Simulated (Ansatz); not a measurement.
Zone-centre modes in SiO₂

These are results of DFT LDA, scalar-relativistic, plane waves, PAW (Ansatz), not measurements. The runs took a 420 eV cutoff, a Γ-centred 6×6×4 mesh and Gaussian smearing (0.05 eV). No spin polarisation.

Reference structure (relaxed at this level; this form isn't the usual structure):

```
CELL_PARAMETERS angstrom
5.03870 0.00000 0.00000
-2.51935 4.36364 0.00000
0.00000 0.00000 5.52485
ATOMIC_POSITIONS crystal
Si 0.00000 0.50000 0.33333
Si 0.50000 0.50000 0.66667
Si 0.50000 0.00000 0.00000
O 0.58439 0.79220 0.83333
O 0.79220 0.58439 0.50000
O 0.79220 0.20780 0.16667
O 0.41561 0.20780 0.83333
O 0.20780 0.41561 0.50000
O 0.20780 0.79220 0.16667
```

Harmonic modes by finite displacements of 0.02 Å, without the LO–TO term.

(1) At this geometry, is the structure stable against these modes?

(2) List the wavenumbers in cm⁻¹.

## Answers

(1) No: 1 mode is unstable, the strongest at 73i cm⁻¹.

(2) 73i, 0, 0, 0, 65, 65, 233, 233, 345, 380, 380, 392, 393, 393, 402, 423, 672, 672, 772, 778, 778, 1102, 1102, 1107, 1127, 1200, 1200.

Cost: 1 run of about 4.7 core-minutes, on AMD EPYC (Zen 3) (shared hosts).